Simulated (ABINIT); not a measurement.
# InP (F-43m): G0W0 in ABINIT against the plane-wave cutoff, part 2 of 2

Aim: move the plane-wave cutoff of a G0W0 run on InP (F-43m) over a wide range.

ABINIT 10.8.3; PBE and many-body steps on it, plane waves. Known limits of the many-body steps: not at the basis limit; exchange with frozen shells missing; mesh may overstate the screening; no spin-orbit coupling; coarse k mesh.

So far. Step 5 (Empty states on the mesh, 4×4×4 mesh, 33 bands): On this mesh the gap is 0.709 eV. Step 6 (Screening, 4×4×4 mesh, 29 bands, screening to 106.1 eV): Local fields lower ε∞ by 6 %. On a Γ-centred mesh this coarse the value itself is usually too large, while a short band sum pulls it down.

The database entry behind the starting cell differs from later determinations by our own check (0.1 to 0.3 % short, probably kX units), so it need not match the best structure at ambient conditions.

## (8) Screening, 4×4×4 mesh, 29 bands, screening to 106.1 eV

This step: RPA screening on PBE, plane waves, norm-conserving pseudopotentials.

The input, run.abi:

```
acell 3*1.0 Angstrom
rprim 
  -0.000000000000 2.930500000000 2.930500000000
  2.930500000000 -0.000000000000 2.930500000000
  2.930500000000 2.930500000000 -0.000000000000
ntypat 2
znucl 49 15
natom 2
typat 1 2
xred 
  0.000000000000 0.000000000000 0.000000000000
  0.250000000000 0.250000000000 0.250000000000
pp_dirpath "pseudos"
pseudos "In.upf, P.upf"
ecut 25
ngkpt 4 4 4
nshiftk 1
shiftk 0 0 0
kptopt 1
chksymbreak 0
istwfk *1
occopt 1
irdwfk 1
optdriver 3
nband 29
ecuteps 3.9
inclvkb 2
awtr 1
symchi 1
indata_prefix "in"
outdata_prefix "out"
tmpdata_prefix "tmp"
```

Run with:

```
$ OMP_NUM_THREADS=1 mpirun -n 4 abinit run.abi > log
```

Numbers of over 12 decimals in the logs are rounded to 6 here.

The program printed:

```text
.Version 10.8.3 of ABINIT. v10.8.2 released Aug 2026.

 Symmetries : space group F-4 3 m (#216); Bravais cF (face-center cubic)
[... echo of the input left out ...]
== DATASET  1 ==================================================================
-   mpi_nproc: 4, omp_nthreads: 1 (-1 if OMP is not activated)

--- !DatasetInfo
iteration_state: {dtset: 1, }
dimensions: {natom: 2, nkpt: 8, mband: 29, nsppol: 1, nspinor: 1, nspden: 1, mpw: 2085, }
cutoff_energies: {ecut:  25.0, pawecutdg:  -1.0, }
electrons: {nelect:   1.80000000E+01, charge:   0.00000000E+00, occopt:   1.00000000E+00, tsmear:   1.00000000E-02, }

 SCREENING: Calculation of the susceptibility and dielectric matrices

 Based on a program developped by R.W. Godby, V. Olevano, G. Onida, and L. Reining.
 Incorporated in ABINIT by V. Olevano, G.-M. Rignanese, and M. Torrent.
.Using double precision arithmetic ; gwpc =  8

[... cell and pseudopotentials left out ...]
--------------------------------------------------------------------------------

 ==== K-mesh for the wavefunctions ====
 Number of points in the irreducible wedge :     8
[... list of points left out ...]
 Together with 24 symmetry operations and time-reversal symmetry
 yields    64 points in the full Brillouin Zone.

 ==== Q-mesh for the screening function ====
 Number of points in the irreducible wedge :     8
[... list of points left out ...]
 Together with 24 symmetry operations and time-reversal symmetry
 yields    64 points in the full Brillouin Zone.

 setmesh: FFT mesh size selected  =    25x   25x   25
          total number of points  =        15625

 vcoul_init : cutoff-mode = AUXILIARY_FUNCTION
 q-points for optical limit:   1
     1)      0.000010    0.000020    0.000030

- screening: taking advantage of time-reversal symmetry
- Maximum band index for partially occupied states nbvw = 9
- Remaining bands to be divided among processors   nbcw = 20
- Number of bands treated by each node ~5

 Number of electrons calculated from density =   18.0000; Expected =   18.0000
 average of density, n =  0.052993
 r_s =    1.6516
 omega_plasma =   22.2058 [eV]

 calculating chi0 at frequencies [eV] :
  1    0.000000E+00    0.000000E+00
  2    0.000000E+00    2.220578E+01

--------------------------------------------------------------------------------
  q-point number  1        q = ( 0.000000, 0.000000, 0.000000) [r.l.u.]
--------------------------------------------------------------------------------
[... chi0 elements left out ...]
 For q-point:  0.000010 0.000020 0.000030
  dielectric constant =  42.6304
  dielectric constant without local fields =  45.3098

  Average fulfillment of the sum rule on Im[epsilon] for q-point    1 :     32.39  [%]
[... wings left out ...]
  q-point number  2        q = ( 0.250000, 0.000000, 0.000000) [r.l.u.]
--------------------------------------------------------------------------------
[... chi0 elements left out ...]
  Average fulfillment of the sum rule on Im[epsilon] for q-point    2 :     53.49  [%]

 [... 6 further q-points ...]
```

It took 4.5 s on 4 MPI ranks of Arm Neoverse V1, shared host; peak memory 0.39 GiB.

This step gave:

```yaml
eps_infinity_with_local_fields_on_this_mesh_along_the_program_s_q_direction: 42.63
the_same_without_local_fields: 45.31
plasma_frequency: 22.21 eV
plane_waves_in_the_screening_matrix: 137
```

## (9) 25 Ha

The self-energy is evaluated for the states that the input lists, and the levels follow from it, in one-shot runs by the linearised quasiparticle equation.

This step: G0W0 on PBE, plane waves, norm-conserving pseudopotentials.

Edit run.abi of step 8 so:

```diff
@@ -23,8 +23,15 @@
 irdwfk 1
-optdriver 3
+optdriver 4
 nband 29
+gwcalctyp 0
+ecutsigx 25
+symsigma 1
+nkptgw 1
+kptgw 
+  0.0000000000 0.0000000000 0.0000000000
+bdgw 
+  7 13
 ecuteps 3.9
-inclvkb 2
-awtr 1
-symchi 1
+irdscr 1
+ppmodel 1
 indata_prefix "in"
```

The program printed:

```text
.Version 10.8.3 of ABINIT. v10.8.2 released Aug 2026.

 Symmetries : space group F-4 3 m (#216); Bravais cF (face-center cubic)
[... echo of the input left out ...]
== DATASET  1 ==================================================================
-   mpi_nproc: 4, omp_nthreads: 1 (-1 if OMP is not activated)

--- !DatasetInfo
iteration_state: {dtset: 1, }
dimensions: {natom: 2, nkpt: 8, mband: 29, nsppol: 1, nspinor: 1, nspden: 1, mpw: 2085, }
cutoff_energies: {ecut:  25.0, pawecutdg:  -1.0, }
electrons: {nelect:   1.80000000E+01, charge:   0.00000000E+00, occopt:   1.00000000E+00, tsmear:   1.00000000E-02, }

 SIGMA: Calculation of the GW corrections

 Based on a program developped by R.W. Godby, V. Olevano, G. Onida, and L. Reining.
 Incorporated in ABINIT by V. Olevano, G.-M. Rignanese, and M. Torrent.
.Using double precision arithmetic ; gwpc =  8

[... cell and pseudopotentials left out ...]
--------------------------------------------------------------------------------

 ==== K-mesh for the wavefunctions ====
 Number of points in the irreducible wedge :     8
[... list of points left out ...]
 Together with 24 symmetry operations and time-reversal symmetry
 yields    64 points in the full Brillouin Zone.

 ==== Q-mesh for screening function ====
 Number of points in the irreducible wedge :     8
[... list of points left out ...]
 Together with 24 symmetry operations and time-reversal symmetry
 yields    64 points in the full Brillouin Zone.

 vcoul_init : cutoff-mode = AUXILIARY_FUNCTION
 q-points for optical limit:   1
     1)      0.000010    0.000020    0.000030
 setmesh: FFT mesh size selected  =    36x   36x   36
          total number of points  =        46656

 Number of electrons calculated from density =   18.0000; Expected =   18.0000
[...]
number of q-points in BZ                           64
 number of frequencies for dSigma/dE                 9
 frequency step for dSigma/dE [eV]                0.25
 number of omega for Sigma on real axis              0
 max omega for Sigma on real axis  [eV]           0.00
 zcut for avoiding poles [eV]                     0.10

 EPSILON^-1 parameters (SCR file):
 dimension of the eps^-1 matrix on file            137
 dimension of the eps^-1 matrix used               137
 number of plane-waves for wavefunctions          2085
 number of bands                                    29
 number of q-points in IBZ                           8
 number of frequencies                               2
 number of real frequencies                          1
 number of imag frequencies                          1

 matrix elements of self-energy operator (all in [eV])

 Perturbative Calculation

--- !SelfEnergy_ee
iteration_state: {dtset: 1, }
kpoint     : [   0.000,    0.000,    0.000, ]
spin       : 1
KS_gap     :    0.708
QP_gap     :    1.044
Delta_QP_KS:    0.336
data: !SigmaeeData |
     Band     E0 <VxcDFT>   SigX SigC(E0)      Z dSigC/dE  Sig(E)    E-E0       E
        7   4.476 -12.526 -14.191   1.993   0.773  -0.294 -12.273   0.253   4.728
        8   4.476 -12.526 -14.191   1.993   0.773  -0.294 -12.273   0.253   4.728
        9   4.476 -12.526 -14.191   1.993   0.773  -0.294 -12.273   0.253   4.728
       10   5.184 -11.293  -7.496  -3.049   0.788  -0.269 -10.704   0.589   5.773
       11   8.564 -10.217  -6.371  -3.269   0.795  -0.258  -9.758   0.459   9.023
       12   8.564 -10.217  -6.371  -3.269   0.795  -0.258  -9.758   0.459   9.023
       13   8.564 -10.217  -6.371  -3.269   0.795  -0.258  -9.758   0.459   9.023

== END DATASET(S) ==============================================================
================================================================================

 -outvars: echo values of variables after computation  --------
           etotal      0.0000000000E+00
            nband          29
             nkpt           8
          spgroup         216
 [... the other variables as echoed above ...]

 Calculation completed.
```

Run time: 2.9 s. Hardware: 4 MPI ranks; peak memory 0.12 GiB; 11 s of CPU time.

This step gave:

```yaml
g0w0_gap_on_the_points_computed: 1.045 eV
starting_gap_on_the_mesh: 0.7080 eV
k_of_the_valence_top: 0, 0, 0
k_of_the_conduction_bottom: 0, 0, 0
z_at_the_valence_top: 0.773
z_at_the_conduction_bottom: 0.788
least_direct_g0w0_gap_on_the_computed_points: 1.045 eV
```

The gap on the mesh goes from 0.71 eV to 1.04 eV, a correction of +0.34 eV.

## (10) Screening, 4×4×4 mesh, 29 bands, screening to 106.1 eV

This step: RPA screening on PBE, plane waves, norm-conserving pseudopotentials.

Edit run.abi of step 9 so:

```diff
@@ -14,3 +14,3 @@
 pseudos "In.upf, P.upf"
-ecut 25
+ecut 31
 ngkpt 4 4 4
@@ -23,15 +23,8 @@
 irdwfk 1
-optdriver 4
+optdriver 3
 nband 29
-gwcalctyp 0
-ecutsigx 25
-symsigma 1
-nkptgw 1
-kptgw 
-  0.0000000000 0.0000000000 0.0000000000
-bdgw 
-  7 13
 ecuteps 3.9
-irdscr 1
-ppmodel 1
+inclvkb 2
+awtr 1
+symchi 1
 indata_prefix "in"
```

The program printed:

```text
.Version 10.8.3 of ABINIT. v10.8.2 released Aug 2026.

 Symmetries : space group F-4 3 m (#216); Bravais cF (face-center cubic)
[... echo of the input left out ...]
== DATASET  1 ==================================================================
-   mpi_nproc: 4, omp_nthreads: 1 (-1 if OMP is not activated)

--- !DatasetInfo
iteration_state: {dtset: 1, }
dimensions: {natom: 2, nkpt: 8, mband: 29, nsppol: 1, nspinor: 1, nspden: 1, mpw: 2826, }
cutoff_energies: {ecut:  31.0, pawecutdg:  -1.0, }
[...]
--------------------------------------------------------------------------------
[... chi0 elements left out ...]
 For q-point:  0.000010 0.000020 0.000030
  dielectric constant =  42.4503
  dielectric constant without local fields =  45.1174

  Average fulfillment of the sum rule on Im[epsilon] for q-point    1 :     32.38  [%]
[... wings left out ...]
  q-point number  2        q = ( 0.250000, 0.000000, 0.000000) [r.l.u.]
--------------------------------------------------------------------------------
[... chi0 elements left out ...]
  Average fulfillment of the sum rule on Im[epsilon] for q-point    2 :     53.42  [%]

 [... 6 further q-points ...]
```

The job ended after 5.5 s (4 MPI ranks; peak memory 0.45 GiB; 22 s of CPU time).

This step gave:

```yaml
eps_infinity_with_local_fields_on_this_mesh_along_the_program_s_q_direction: 42.45
the_same_without_local_fields: 45.12
plasma_frequency: 22.21 eV
plane_waves_in_the_screening_matrix: 137
```

## (11) 31 Ha

This step: G0W0 on PBE, plane waves, norm-conserving pseudopotentials.

Edit run.abi of step 10 so:

```diff
@@ -23,8 +23,15 @@
 irdwfk 1
-optdriver 3
+optdriver 4
 nband 29
+gwcalctyp 0
+ecutsigx 31
+symsigma 1
+nkptgw 1
+kptgw 
+  0.0000000000 0.0000000000 0.0000000000
+bdgw 
+  7 13
 ecuteps 3.9
-inclvkb 2
-awtr 1
-symchi 1
+irdscr 1
+ppmodel 1
 indata_prefix "in"
```

The program printed:

```text
.Version 10.8.3 of ABINIT. v10.8.2 released Aug 2026.

 Symmetries : space group F-4 3 m (#216); Bravais cF (face-center cubic)
[... echo of the input left out ...]
== DATASET  1 ==================================================================
-   mpi_nproc: 4, omp_nthreads: 1 (-1 if OMP is not activated)

--- !DatasetInfo
iteration_state: {dtset: 1, }
dimensions: {natom: 2, nkpt: 8, mband: 29, nsppol: 1, nspinor: 1, nspden: 1, mpw: 2826, }
cutoff_energies: {ecut:  31.0, pawecutdg:  -1.0, }
[...]
11   8.562 -10.216  -6.368  -3.271   0.795  -0.258  -9.757   0.459   9.021
       12   8.562 -10.216  -6.368  -3.271   0.795  -0.258  -9.757   0.459   9.021
       13   8.562 -10.216  -6.368  -3.271   0.795  -0.258  -9.757   0.459   9.021

== END DATASET(S) ==============================================================
================================================================================

 -outvars: echo values of variables after computation  --------
           etotal      0.0000000000E+00
            nband          29
             nkpt           8
          spgroup         216
 [... the other variables as echoed above ...]

 Calculation completed.
```

It took 3.1 s on 4 MPI ranks; peak memory 0.34 GiB.

This step gave:

```yaml
g0w0_gap_on_the_points_computed: 1.049 eV
starting_gap_on_the_mesh: 0.7094 eV
k_of_the_valence_top: 0, 0, 0
k_of_the_conduction_bottom: 0, 0, 0
least_direct_g0w0_gap_on_the_computed_points: 1.049 eV
```

Against the run before, the gap moves by +0.004 eV.

## (12) Screening, 4×4×4 mesh, 29 bands, screening to 106.1 eV

This step: RPA screening on PBE, plane waves, norm-conserving pseudopotentials.

Edit run.abi of step 11 so:

```diff
@@ -14,3 +14,3 @@
 pseudos "In.upf, P.upf"
-ecut 31
+ecut 39
 ngkpt 4 4 4
@@ -23,15 +23,8 @@
 irdwfk 1
-optdriver 4
+optdriver 3
 nband 29
-gwcalctyp 0
-ecutsigx 31
-symsigma 1
-nkptgw 1
-kptgw 
-  0.0000000000 0.0000000000 0.0000000000
-bdgw 
-  7 13
 ecuteps 3.9
-irdscr 1
-ppmodel 1
+inclvkb 2
+awtr 1
+symchi 1
 indata_prefix "in"
```

The program printed:

```text
.Version 10.8.3 of ABINIT. v10.8.2 released Aug 2026.

 Symmetries : space group F-4 3 m (#216); Bravais cF (face-center cubic)
[... echo of the input left out ...]
== DATASET  1 ==================================================================
-   mpi_nproc: 4, omp_nthreads: 1 (-1 if OMP is not activated)

--- !DatasetInfo
iteration_state: {dtset: 1, }
dimensions: {natom: 2, nkpt: 8, mband: 29, nsppol: 1, nspinor: 1, nspden: 1, mpw: 3984, }
cutoff_energies: {ecut:  39.0, pawecutdg:  -1.0, }
[...]
--------------------------------------------------------------------------------
[... chi0 elements left out ...]
 For q-point:  0.000010 0.000020 0.000030
  dielectric constant =  42.4531
  dielectric constant without local fields =  45.1204

  Average fulfillment of the sum rule on Im[epsilon] for q-point    1 :     32.39  [%]
[... wings left out ...]
  q-point number  2        q = ( 0.250000, 0.000000, 0.000000) [r.l.u.]
--------------------------------------------------------------------------------
[... chi0 elements left out ...]
  Average fulfillment of the sum rule on Im[epsilon] for q-point    2 :     53.42  [%]

 [... 6 further q-points ...]
```

Elapsed: 6.6 s, on 4 MPI ranks; peak memory 0.54 GiB.

This step gave:

* ε∞ with local fields, on this mesh, along the program's q direction: 42.45
* the same without local fields: 45.12
* plasma frequency: 22.21 eV
* plane waves in the screening matrix: 137

## (13) 39 Ha

This step: G0W0 on PBE, plane waves, norm-conserving pseudopotentials.

Edit run.abi of step 12 so:

```diff
@@ -23,8 +23,15 @@
 irdwfk 1
-optdriver 3
+optdriver 4
 nband 29
+gwcalctyp 0
+ecutsigx 39
+symsigma 1
+nkptgw 1
+kptgw 
+  0.0000000000 0.0000000000 0.0000000000
+bdgw 
+  7 13
 ecuteps 3.9
-inclvkb 2
-awtr 1
-symchi 1
+irdscr 1
+ppmodel 1
 indata_prefix "in"
```

The program printed:

```text
.Version 10.8.3 of ABINIT. v10.8.2 released Aug 2026.

 Symmetries : space group F-4 3 m (#216); Bravais cF (face-center cubic)
[... echo of the input left out ...]
== DATASET  1 ==================================================================
-   mpi_nproc: 4, omp_nthreads: 1 (-1 if OMP is not activated)

--- !DatasetInfo
iteration_state: {dtset: 1, }
dimensions: {natom: 2, nkpt: 8, mband: 29, nsppol: 1, nspinor: 1, nspden: 1, mpw: 3984, }
cutoff_energies: {ecut:  39.0, pawecutdg:  -1.0, }
[...]
11   8.562 -10.216  -6.368  -3.271   0.795  -0.258  -9.758   0.458   9.020
       12   8.562 -10.216  -6.368  -3.271   0.795  -0.258  -9.758   0.458   9.020
       13   8.562 -10.216  -6.368  -3.271   0.795  -0.258  -9.758   0.458   9.020

== END DATASET(S) ==============================================================
================================================================================

 -outvars: echo values of variables after computation  --------
           etotal      0.0000000000E+00
            nband          29
             nkpt           8
          spgroup         216
 [... the other variables as echoed above ...]

 Calculation completed.
```

Elapsed: 3.6 s, on 4 MPI ranks; peak memory 0.54 GiB; 14 s of CPU time.

This step gave:

| Quantity | Value |
| --- | --- |
| G0W0 gap on the points computed | 1.050 eV |
| starting gap on the mesh | 0.7091 eV |
| k of the valence top | 0, 0, 0 |
| k of the conduction bottom | 0, 0, 0 |
| least direct G0W0 gap on the computed points | 1.050 eV |

Against the run before, the gap moves by +0.001 eV.

## (14) The runs together

Times are wall times on 4 MPI ranks of Arm Neoverse V1, shared host, good to a factor of about two. A run's time includes the screening step that it read.

```tsv
run	mesh	bands	screening cutoff (eV)	DFT gap (eV)	gap on the mesh (eV)	direct (eV)	ε∞ used	time
19 Ha	4×4×4	29	106.1	0.674	0.994	0.994	47.39	7.5 s
25 Ha	4×4×4	29	106.1	0.708	1.045	1.045	42.63	7.5 s
31 Ha	4×4×4	29	106.1	0.709	1.049	1.049	42.45	8.6 s
39 Ha	4×4×4	29	106.1	0.709	1.050	1.050	42.45	10 s
```

## (15) Summary of results

* 19 Ha: 0.994 eV
* 25 Ha: 1.045 eV
* 31 Ha: 1.049 eV
* 39 Ha: 1.050 eV
* known limits: not at the basis limit; exchange with frozen shells missing; mesh may overstate the screening; no spin-orbit coupling; coarse k mesh

The setting moved: plane-wave cutoff. From 19 Ha to 39 Ha the gap moves by +0.06 eV. It holds to 0.03 eV from 25 Ha on. Bands and screening cutoff are coupled, so a series along one setting does not show full convergence. Bands and cutoff are finite, so the gap is not at the basis limit. The miss can reach some tenths of an eV and take either sign; the mesh is an error of its own. In the G0W0 runs levels were corrected at 1 k point alone, so a gap called «on the mesh» is the least over those, and an edge elsewhere would be missed. The 4×4×4 mesh is coarse for this cell, which bears on the long-range parts of exchange and screening. The norm-conserving file of at least one element keeps a d shell over frozen s and p shells of the same row. Exchange with those shells is missing from the self-energy, an error of 0.3 to 0.9 eV in cases checked, whose sign depends on which edge lies on those atoms. For the PBE start: The RPA ε∞ on this mesh reaches over 25; with a narrow direct gap a coarse mesh can overstate it, and the correction is then too small. The many-body steps are scalar-relativistic: spin-orbit coupling is not in them.

[Paths, hosts, dates, memory and timing lines, banners, echoed tables and standing remarks are left out of the program output.]

[Logs are printed without paths, hosts, clocks, repeated set-up lines and the standing remarks that a program may print on its own settings, such as how far it seeks lower states.]

[Runs of the session that timed out or met a known fault of the program may be left out.]

[Hosts, paths, dates, database ids (printed as entryN), source tags and the programs' standing remarks are cut or masked in the printed files.]

[G0W0 gaps are taken among the corrected bands and points alone; a level outside them can change the order at an edge.]

[Where Ansatz stands beside ABINIT at settings called matched, ABINIT's density can come from a denser mesh and the files from another edition; pairs whose starting gaps differed by over 0.03 eV were left out, so agreement reads better than it is.]
